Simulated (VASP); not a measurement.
A run of VASP 6.6.1 is set up as follows.

Contents of INCAR:

```
PREC = Accurate ; ENCUT = 600
EDIFF = 1E-6 ; ISMEAR = 0
SIGMA = 0.03 ; LREAL = False
LASPH = True ; NELM = 80
ALGO = Normal ; ISIF = 3
LWAVE = False ; LCHARG = False
GGA = PE ; IVDW = 12
IBRION = 2 ; NSW = 90
EDIFFG = -0.01
```

File KPOINTS:

```
regular mesh
0
Gamma
  10 10 10
```

File POSCAR:

```
HfO2
1.0
    0.0000000000      2.5575000000      2.5575000000
    2.5575000000      0.0000000000      2.5575000000
    2.5575000000      2.5575000000      0.0000000000
Hf O
1 2
Direct
    0.0000000000      0.0000000000      0.0000000000
    0.2500000000      0.2500000000      0.2500000000
    0.7500000000      0.7500000000      0.7500000000
```

Potentials or basis: VASP PAW PBE potentials, release 64 (Hf_pv, O).

The run is started by

```console
$ cat potpaw_PBE.64/Hf_pv/POTCAR potpaw_PBE.64/O/POTCAR > POTCAR
$ mpirun -np 1 vasp_std > vasp.out
```

What does it give for the band gap on the k mesh?

3.84 eV, direct.

What does it give for the relaxed volume?

10.71 Å³/atom.

Predict the space group after relaxing (to 0.05 Å).

Fm-3m (No. 225).

The path:
| step | energy change (eV) | largest force (eV/Å) | pressure (GPa) | volume (Å³) |
| --- | --- | --- | --- | --- |
| 1 | 0.0000 | 0.0000 | -9.76 | 33.46 |
| 2 | 0.0528 | 0.0000 | 17.48 | 30.27 |
| 3 | -0.0424 | 0.0000 | -0.13 | 32.13 |

Caveat: spin-orbit coupling is left out, which moves the levels of the heavy elements. PBE gaps usually lie below the measured ones, often by a third to a half.
